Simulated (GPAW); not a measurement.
# CdTe (F-43m) in GPAW: a series of runs

The runs below take CdTe through single point, with PBE, LDA.

All numbers are computed with GPAW 26.7.0; they aren't measurements. Logs are shortened: lines on timing, memory, paths and dates and some standing lists are left out, and cuts for length are marked. The log counts tension as positive stress, the text compression.

**Experimental background.**

From a printed reference work, data compilation, for a bulk crystal of CdTe at 0 K: band gap 1.607 eV.

The runs below are set against these values where they give the same quantity.

## 1. The crystal as given

The structure is cubic, space group F-43m (No. 216). The conventional cell has a = 6.410 Å, b = 6.410 Å, c = 6.410 Å, α = 90.00°, β = 90.00°, γ = 90.00°. Te (site symmetry -43m) is surrounded by 4 Cd at 2.78 Å. Cd (site symmetry -43m) has 4 Te at 2.78 Å as nearest neighbours.

## 2. Single point, PBE

Contents of run.py:

```python
from ase.dft.bandgap import bandgap
from ase.io import write
from ase.spacegroup import crystal
from ase.units import GPa
from gpaw import GPAW, PW

# Te 4c
# Cd 4a
atoms = crystal(['Te', 'Cd'],
                basis=[[0.25, 0.25, 0.25],
                       [0.0, 0.0, 0.0]],
                spacegroup=216, setting=1,  # F-43m
                cellpar=[6.41, 6.41, 6.41, 90.0, 90.0, 90.0],
                primitive_cell=True)

calc = GPAW(mode=PW(400),
            xc='PBE',
            kpts={'size': (6, 6, 6), 'gamma': True},
            occupations={'name': 'fermi-dirac', 'width': 0.05},
            nbands=18,
            convergence={'density': 1e-05, 'energy': 1e-05},
            maxiter=80,
            txt='gpaw.txt')
atoms.calc = calc
energy = atoms.get_potential_energy()
forces = atoms.get_forces()
stress = atoms.get_stress()
calc.write('gs.gpw')
write('result.traj', atoms)
print(f'Energy: {energy:.6f} eV')
print('Forces (eV/A):')
print(forces.round(4))
print('Stress (GPa):', (stress / GPa).round(3))
print('Fermi level:', round(calc.get_fermi_level(), 4), 'eV')
print(f'Gap: {bandgap(calc)[0]:.4f} eV, direct: {bandgap(calc, direct=True)[0]:.4f} eV')
```

Potentials or basis: GPAW PAW data sets (gpaw-data 1.2.1), pw.

The run is started by

```console
$ OMP_NUM_THREADS=1 python run.py
```

gpaw.txt:

```text
__  _  _
 | _ |_)|_||  |
 |__||  | ||/\| - 26.7.0

Input parameters:
  mode=PW(ecut=400.0),
  convergence={'density': 1e-05, 'energy': 1e-05},
  kpts=MonkhorstPack(size=(6, 6, 6), gamma=True),
  maxiter=80,
  nbands=18,
  occupations=Occupations(name='fermi-dirac', width=0.05),
  xc=XC(name='PBE')

Diagonalizing LCAO Hamiltonian
Converting LCAO to pw mode

            Te

       Cd

Atoms  # Å, Bohr magnetons
|   | symbol |        x |        y |        z |    initial magnetic moments |
|---|--------|----------|----------|----------|-----------------------------|
| 0 |     Te | 1.602500 | 1.602500 | 1.602500 | ( 0.0000,  0.0000,  0.0000) |
| 1 |     Cd | 0.000000 | 0.000000 | 0.000000 | ( 0.0000,  0.0000,  0.0000) |

Unit cell  # Å
| periodic |        x |        y |        z |  lengths |    angles |
|----------|----------|----------|----------|----------|-----------|
|      yes | 0.000000 | 3.205000 | 3.205000 | 4.532554 | 60.000000 |
|      yes | 3.205000 | 0.000000 | 3.205000 | 4.532554 | 60.000000 |
|      yes | 3.205000 | 3.205000 | 0.000000 | 4.532554 | 60.000000 |

Number of symmetries: 24
Symmetry operations  # r_c * U_cc + t_c -> r_c
|    | kind |            matrix            |
|----|------|------------------------------|
|  0 |  E   |  1, 0, 0,  0, 1, 0,  0, 0, 1 |
|  1 |  σ   |  1, 0, 0,  0, 0, 1,  0, 1, 0 |
|  2 |  σ   |  1, 0,-1,  0, 1,-1,  0, 0,-1 |
|  3 |  C3  |  1, 0,-1,  0, 0,-1,  0, 1,-1 |
|  4 |  C3  |  1,-1, 0,  0,-1, 1,  0,-1, 0 |
|  5 |  σ   |  1,-1, 0,  0,-1, 0,  0,-1, 1 |
|  6 |  σ   |  0, 1, 0,  1, 0, 0,  0, 0, 1 |
|  7 |  C3  |  0, 1, 0,  0, 0, 1,  1, 0, 0 |
|  8 |  C2  |  0, 1,-1,  1, 0,-1,  0, 0,-1 |
|  9 |  S4  |  0, 1,-1,  0, 0,-1,  1, 0,-1 |
| 10 |  C3  |  0, 0, 1,  1, 0, 0,  0, 1, 0 |
| 11 |  σ   |  0, 0, 1,  0, 1, 0,  1, 0, 0 |
| 12 |  S4  |  0, 0,-1,  1, 0,-1,  0, 1,-1 |
| 13 |  C3  |  0, 0,-1,  0, 1,-1,  1, 0,-1 |
| 14 |  S4  |  0,-1, 1,  1,-1, 0,  0,-1, 0 |
| 15 |  C2  |  0,-1, 1,  0,-1, 0,  1,-1, 0 |
| 16 |  C3  |  0,-1, 0,  1,-1, 0,  0,-1, 1 |
| 17 |  S4  |  0,-1, 0,  0,-1, 1,  1,-1, 0 |
| 18 |  S4  | -1, 1, 0, -1, 0, 1, -1, 0, 0 |
| 19 |  C3  | -1, 1, 0, -1, 0, 0, -1, 0, 1 |
| 20 |  C3  | -1, 0, 1, -1, 1, 0, -1, 0, 0 |
| 21 |  S4  | -1, 0, 1, -1, 0, 0, -1, 1, 0 |
| 22 |  σ   | -1, 0, 0, -1, 1, 0, -1, 0, 1 |
| 23 |  C2  | -1, 0, 0, -1, 0, 1, -1, 1, 0 |

BZ-sampling:
  Number of BZ points: 216
  Number of IBZ points: 16

  Monkhorst-Pack size: [6, 6, 6]
  Monkhorst-Pack shift: [0.08333333333333333, 0.08333333333333333, 0.08333333333333333]

K-points  # in reciprocal-cell coordinates
|     |                                coordinates |     weight |
|-----|--------------------------------------------|------------|
|   0 | (  0.00000000,   0.00000000,   0.00000000) | 0.00462963 |
|   1 | (  0.16666667,   0.16666667,   0.00000000) | 0.02777778 |
|   2 | (  0.16666667,   0.16666667,   0.16666667) | 0.03703704 |
|   3 | (  0.33333333,   0.16666667,   0.16666667) | 0.05555556 |
|   4 | (  0.33333333,   0.33333333,  -0.33333333) | 0.05555556 |
|   5 | (  0.33333333,   0.33333333,   0.00000000) | 0.02777778 |
|   6 | (  0.33333333,   0.33333333,   0.16666667) | 0.11111111 |
|   7 | (  0.33333333,   0.33333333,   0.33333333) | 0.03703704 |
|   8 | (  0.50000000,   0.33333333,  -0.33333333) | 0.11111111 |
|   9 | (  0.50000000,   0.33333333,  -0.16666667) | 0.05555556 |
| ... |                                            |            |
|  15 | (  0.50000000,   0.50000000,   0.50000000) | 0.01851852 |

Plane wave coefficients: 1243
Cutoff: 400.0 eV

Spin-components: 1 (collinear spins)
Bands:           18
Projectors:      11
Spin-degeneracy: 2
Datatype:        complex128

Density:
  Valence electrons: 18.0
  Components: 1
  Grid points: [21 21 21]
  Charge: 0.0  # |e|

Potential:
  Grid points: [21 21 21]

species:
  Te:
    name:    Tellurium
    Z:       52.0
    valence: 6
    core:    46
    charge:  0.0  # [|e|]
    compensation charges:
      type: gauss
      rc: 0.36  # [Å]
      lmax: 2
    cutoffs:
      filter: 2.09  # [Å]
      core: 3.17  # [Å]
    projectors
    | kind |    occ | energy [eV] | rcut [Å] |
    |------|--------|-------------|----------|
    |   5s |  2.000 |     -15.089 |    1.180 |
    |   5p |  4.000 |      -5.955 |    1.196 |
    |    s |        |      12.123 |    1.180 |
    |    p |        |      21.256 |    1.196 |
    |    d |        |       0.000 |    1.238 |

    Using partial waves for Te as LCAO basis

  Cd:
    name:    Cadmium
    Z:       48.0
    valence: 12
    core:    36
    charge:  0.0  # [|e|]
    compensation charges:
      type: gauss
      rc: 0.38  # [Å]
      lmax: 2
    cutoffs:
      filter: 2.12  # [Å]
      core: 2.62  # [Å]
    projectors
    | kind |    occ | energy [eV] | rcut [Å] |
    |------|--------|-------------|----------|
    |   5s |  2.000 |      -5.655 |    1.191 |
    |   5p |  0.000 |      -1.186 |    1.228 |
    |   4d | 10.000 |     -11.739 |    1.164 |
    |    s |        |      21.556 |    1.191 |
    |    p |        |      26.026 |    1.228 |
    |    d |        |      15.473 |    1.164 |

    Using partial waves for Cd as LCAO basis

Reference energy: -336963.801770  # eV

eigensolver:
  PPCG
  Converge bands: occupied
  niter=2

density mixing:
  MSR1-Mixer
  Pratt-step length: 0.05
  Maximum mixing coefficient: 0.75
  Old densities: 10
  SVD Regularization: 0.005
  Good broyden scale: 1.0
  Trust region scale: 1.0
  Backstep threshold: 4.0
  History deletion threshold: 6.0
  Fourier metric: weight=20.0, sigma=0.015

occupation numbers:
  Fermi-Dirac:
    width: 0.0500  # eV

poisson solver:
  ecut: 3200.0  # eV

xc functional:
  name: PBE with 2 nearest neighbor stencil

convergence criteria:
- Maximum integral of absolute [dens]ity change: 1e-05 electrons / valence electron
- Maximum [total energy] change in last 3 cyles: 1e-05 eV / valence electron
- Maximum integral of absolute [eigenst]ate change: 4e-08 eV^2 / valence electron
maximum number of iterations: 80

SCF iterations
|iter     | |      energy | eigst |  dens |
|---------|-|-------------|-------|-------|
|iter:   1| |   -5.113270 | -0.48 |       |
|iter:   2| |   -5.068699 | -2.41 | -1.26 |
|iter:   3| |   -4.895790 | -1.81 | -1.30 |
|iter:   4| |   -4.894377 | -3.39 | -1.79 |
|iter:   5| |   -4.893929 | -3.89 | -2.24 |
|iter:   6| |   -4.893965 | -5.51 | -2.95 |
|iter:   7| |   -4.893969c| -6.71 | -3.56 |
|iter:   8| |   -4.893969c| -7.90c| -4.47 |
|iter:   9| |   -4.893969c| -8.39c| -5.31c|

Converged in 9 steps
Energy contributions relative to reference atoms: (reference = -336963.801770)

Energy contributions:
  Kinetic:          22.924531
  Coulomb:         -20.767201
  Zero:              0.363180
  External:          0.000000
  Xc:               -7.414477
  Entropy:          -0.000003
  Spinorbit:         0.000000
  ----------------------------
  Free energy:      -4.893970
  Extrapolated:     -4.893969

dipole moment: (-25.797105, -25.797105, -25.797105)  # |e|*Ang

Fermi level: 4.554
Eigenvalues  # (at kpt = [0.000, 0.000, 0.000])
| band index |      eig [eV] | occ [0-2] |
|------------|---------------|-----------|
|          0 |        -7.266 |     2.000 |
|          1 |        -4.267 |     2.000 |
|          2 |        -4.267 |     2.000 |
|          3 |        -4.267 |     2.000 |
|          4 |        -3.980 |     2.000 |
|          5 |        -3.980 |     2.000 |
[... 10 lines left out ...]
|         16 |        14.190 |     0.000 |
|         17 |        14.190 |     0.000 |

Gap: 0.865 eV
Transition (v -> c):
  (s=0, k=0, n=8, [0.00, 0.00, 0.00]) -> (s=0, k=0, n=9, [0.00, 0.00, 0.00])
No difference between direct/indirect transitions

Forces  # eV/Ang
|       x |        y |        z |
|---------|----------|----------|
| 0.00000 | -0.00000 | -0.00000 |  # Te   0
| 0.00000 | -0.00000 | -0.00000 |  # Cd   1

Stress tensor  # eV/Ang^3
|         x |         y |         z |
|-----------|-----------|-----------|
| -0.015046 | -0.000000 |  0.000000 |
| -0.000000 | -0.015046 |  0.000000 |
|  0.000000 |  0.000000 | -0.015046 |

# Writing to gs.gpw (mode='')
```

Wall time 8.5 s (1 thread of Arm Neoverse V1, shared host); peak memory 0.14 GiB.

The run converged, but some of its settings lie outside the range that counts as converged, so its numbers aren't taken as properties of the crystal.

What came out:

| Quantity | Value |
| --- | --- |
| Free energy | -4.8940 eV |
| Pressure | 2.4 GPa |
| Band gap on the k mesh | 0.87 eV, direct |

Caveat: the cutoff is short for stress and forces, so pressures can be off by a GPa or more; spin-orbit coupling is left out, which moves the levels of the heavy elements.

## 3. Single point, LDA

run.py, as its differences from that of step 2:

```diff
@@ -1,4 +1,3 @@
 from ase.dft.bandgap import bandgap
-from ase.io import write
-from ase.spacegroup import crystal
+from ase.io import read, write
 from ase.units import GPa
@@ -6,13 +5,6 @@
 
-# Te 4c
-# Cd 4a
-atoms = crystal(['Te', 'Cd'],
-                basis=[[0.25, 0.25, 0.25],
-                       [0.0, 0.0, 0.0]],
-                spacegroup=216, setting=1,  # F-43m
-                cellpar=[6.41, 6.41, 6.41, 90.0, 90.0, 90.0],
-                primitive_cell=True)
+atoms = read('CdTe.xyz')
 
-calc = GPAW(mode=PW(400),
-            xc='PBE',
+calc = GPAW(mode=PW(500),
+            xc='LDA',
             kpts={'size': (6, 6, 6), 'gamma': True},
```

Contents of CdTe.xyz:

```xyz
2
Lattice="0.0000000000 3.2050000000 3.2050000000 3.2050000000 0.0000000000 3.2050000000 3.2050000000 3.2050000000 0.0000000000" Properties=species:S:1:pos:R:3 pbc="T T T"
Te     4.8075000000      4.8075000000      4.8075000000
Cd     0.0000000000      0.0000000000      0.0000000000
```

Potentials or basis: the program's PAW data sets (release 1.2.1) made for this functional, pw.

The run is started by

```console
$ OMP_NUM_THREADS=1 python run.py
```

Run time: 10 s. Hardware: 1 thread of Arm Neoverse V1, shared host; peak memory 0.15 GiB.

It converged, with:

* Free energy: -6.3276 eV
* Pressure: -0.7 GPa
* Band gap on the k mesh: 0.61 eV, direct

Levels at points of the mesh, in eV from the valence-band top:
| k point | band 6 | band 7 | band 8 | band 9 | band 10 | band 11 | band 12 | band 13 |
| --- | --- | --- | --- | --- | --- | --- | --- | --- |
| (0.00, 0.00, 0.00) | -8.06 | 0.00 | 0.00 | 0.00 | 0.61 | 4.49 | 4.49 | 4.49 |
| (0.50, 0.50, 0.00) | -7.55 | -4.55 | -2.01 | -2.01 | 2.38 | 2.55 | 8.79 | 9.16 |
| (0.50, 0.50, 0.50) | -7.69 | -4.70 | -0.84 | -0.84 | 1.67 | 5.11 | 5.11 | 6.87 |

Caveat: the cutoff is short for stress and forces, so pressures can be off by a GPa or more; spin-orbit coupling is left out, which moves the levels of the heavy elements.

## 4. Comparison with measurements

Step 3. Against the measured gap of CdTe, 1.607 eV (0 K; a printed reference work, data compilation), the calculated 0.61 eV is off by -1.00 eV. Spin-orbit coupling on Cd, Te is left out. The value is that of LDA, without temperature or zero-point motion. Semilocal functionals fall short of measured gaps as a rule.
